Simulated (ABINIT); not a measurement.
# Nb: equation of state with r2SCAN

Nb:

```
Nb
1.0
     0.00000    2.11500    2.11500
     2.11500    0.00000    2.11500
     2.11500    2.11500    0.00000
Nb
1
Direct
  0.00000 0.00000 0.00000
```

This isn't the form of Nb at room conditions, which is bcc.

```
Program             : ABINIT 10.8.3 (patched build)
Task                : equation of state
Functional          : r2SCAN
Potentials or basis : JTH PAW PBE v2.0
Cutoff              : 517 eV
k mesh              : 11 × 11 × 11
Occupations         : fermi-dirac, width 0.05 eV
Spin                : no spin polarisation
Fine-grid cutoff    : 1034.03 eV
```

```
Equilibrium volume                      : 18.61 Å³/atom
Bulk modulus                            : 165 GPa
Pressure derivative of the bulk modulus : 3.9
```

Energy against volume, from the lowest point:
```csv
volume (Å³/atom),energy (meV/atom)
17.786,19.99
18.165,5.51
18.543,0.00
18.922,2.49
19.300,12.33
19.679,28.69
20.057,51.18
```

Wall time 3.3 min on 1 thread of Arm Neoverse V1 (shared host), peak memory 0.14 GiB.

Caveat: pressures at fixed basis lie under the slope of the energies; the PAW data sets were made with another functional, which shifts forces and pressure a little.
